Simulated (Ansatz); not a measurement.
Wanted: an ASE script for an Ansatz 0.2.0 run.

| Item | Value |
| --- | --- |
| Task | optical spectrum |
| Functional | BLYP |
| Dispersion | D3(BJ) |
| Potentials or basis | PseudoDojo stringent |
| Cutoff | 1034 eV |
| Density cutoff | 6204 eV |
| k mesh | 10 × 10 × 8 |
| Occupations | tetrahedron |
| Spin | spin-orbit coupling, no magnetisation |
| Driver | chain |
| Broadening | 0.05 eV |

The structure of ZrB2 lies in ZrB2.xyz:

```xyz
3
Lattice="3.4147789837 0.0000000000 0.0000000000 -1.7073894919 2.9572853482 0.0000000000 0.0000000000 0.0000000000 3.8058088799" Properties=species:S:1:pos:R:3 pbc="T T T"
Zr     0.0000000000      0.0000000000      0.0000000000
B      1.7073894920      0.9857617826      1.9029044400
B     -0.0000000002      1.9715235656      1.9029044400
```

The cell isn't the ideal one: volume scaled by 1.25.

The input as run:

run.py

```python
import json

import ase.io
import numpy as np

import ansatz as az

atoms = ase.io.read("ZrB2.xyz")

calculation = (
    az.Crystal.from_ase(atoms)
    .calculation()
    .basis(density_ratio=6, xc_grid=4)
    .kpoints(10, 10, 8)
    .functional("blyp", dispersion="d3bj")
    .pseudopotentials(kind="nc_fr", accuracy="stringent")
    .spin("noncollinear", soc=True)
    .scf(extra_bands=12)
    .occupations(method="tetrahedron")
    .optics(energy_range=(0.0, 14.0), broadening_width=0.05, nscf_kmesh=(13, 13, 11))
)
outcome = calculation.run(threads=2, events_out="events.jsonl")

report = outcome.report
for line in open("events.jsonl"):
    event = json.loads(line)
    if event["event"] == "scf_iter":
        d = event["data"]
        print(f"SCF {d['iter']:3d}  HF = {d['harris_foulkes_ev']:.6f} eV  dr2 = {d['dr2_ev']:.2e} eV")
    elif event["event"] in ("relax_step", "md_step"):
        d = event["data"]
        print(f"{event['event']} {d['step']:3d}  E = {d['lagrangian_ev']:.6f} eV")
np.set_printoptions(precision=5, suppress=True, linewidth=110)
print("converged:", report["converged"], "after", report["n_iterations"], "iterations")
print(f"free energy {report['free_energy_ev']:.6f} eV, Fermi level {report['fermi_energy_ev']:.4f} eV")
for key in ("band_edges_ev", "magnetization_mub", "site_moments_mub", "site_moments_nc_mub", "forces_ev_ang",
                "stress_gpa"):
    if report.get(key) is not None:
        print(key, np.array(report[key]), sep="\n")
```

Potentials or basis: PseudoDojo stringent.

Launch:

```sh
$ python run.py
```

Results of the run:

```
Band gap on the k mesh : none (metal or under the smearing width)
```

Run time: 61 s on 2 threads of Arm Neoverse V1, with other jobs on the host, peak memory 1 GiB.
